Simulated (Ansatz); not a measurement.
Theory: DFT PBE, scalar-relativistic, plane waves, PAW (Ansatz). All cells share a 420 eV cutoff and Γ-centred k meshes spaced at most about 0.3 Å⁻¹ (about 0.25 or finer for metals, 2π included). No spin polarisation.

These are static total energies at zero pressure.

Compare these two cells of In₅GaAs₆, each relaxed at this level.

A.

```yaml
crystal:
  lattice:
    - [4.32455, 0.00000, 0.00000]
    - [-2.16227, 3.74517, 0.00000]
    - [0.00000, 0.00000, 21.21296]
  atoms:
    - { symbol: In, position: [0.00000, 0.00000, 0.00010] }
    - { symbol: In, position: [0.33333, 0.66667, 0.83063] }
    - { symbol: In, position: [0.66667, 0.33333, 0.66117] }
    - { symbol: In, position: [0.33333, 0.66667, 0.33909] }
    - { symbol: In, position: [0.66667, 0.33333, 0.16956] }
    - { symbol: Ga, position: [0.00000, 0.00000, 0.50046] }
    - { symbol: As, position: [0.33333, 0.66667, 0.95664] }
    - { symbol: As, position: [0.66667, 0.33333, 0.78720] }
    - { symbol: As, position: [0.00000, 0.00000, 0.61793] }
    - { symbol: As, position: [0.33333, 0.66667, 0.46561] }
    - { symbol: As, position: [0.66667, 0.33333, 0.29552] }
    - { symbol: As, position: [0.00000, 0.00000, 0.12610] }
```

B.

```yaml
crystal:
  lattice:
    - [4.31857, 0.00000, 0.00000]
    - [0.00000, 4.31857, 0.00000]
    - [0.00000, 0.00000, 18.38898]
  atoms:
    - { symbol: In, position: [0.50000, 0.50000, 0.15918] }
    - { symbol: In, position: [0.00000, 0.00000, 0.32955] }
    - { symbol: In, position: [0.50000, 0.50000, 0.50000] }
    - { symbol: In, position: [0.00000, 0.00000, 0.67045] }
    - { symbol: In, position: [0.50000, 0.50000, 0.84082] }
    - { symbol: Ga, position: [0.00000, 0.00000, 0.00000] }
    - { symbol: As, position: [0.50000, 0.00000, 0.24434] }
    - { symbol: As, position: [0.00000, 0.50000, 0.41477] }
    - { symbol: As, position: [0.50000, 0.00000, 0.58523] }
    - { symbol: As, position: [0.00000, 0.50000, 0.75566] }
    - { symbol: As, position: [0.50000, 0.00000, 0.92652] }
    - { symbol: As, position: [0.00000, 0.50000, 0.07348] }
```

Question: Which placement of the atoms is lower in energy, and by how much?

Answer: They are level within the accuracy (4 meV/atom apart, with B the lower in these runs). The two share one framework of sites and differ in which element sits where. A has In and Ga ordered on zinc blende sites, space group P3m1 (No. 156), 28.6 Å³/atom and no gap on its mesh; B has In and Ga ordered on zinc blende sites, space group P-4m2 (No. 115), 28.6 Å³/atom and no gap. Counting As atoms around Ga and In (those within 1.25 times the shortest such distance or 1.15 times the sum of covalent radii, 1.27 where that leaves under three), A and B both have In 4, Ga 4. In A, around In on its first site lie 4 As at 2.66–2.67 Å; Ga is surrounded by 4 As at 2.49–2.60 Å; around As on its first site lie 4 In at 2.66–2.67 Å; 9 more sites not described. In B, In on a site of symmetry 2mm has 4 As at 2.67 Å; Ga has 4 As at 2.55 Å; As on its first site is surrounded by 4 In at 2.67 Å; 4 more sites not described. Both come from invented guesses.

The k mesh leaves some 4 meV/atom of noise in the energy of each metallic cell. The zero gap of P3m1, P-4m2 may come from the functional, which often closes small gaps. Cells relaxed within their symmetry can be saddle points.
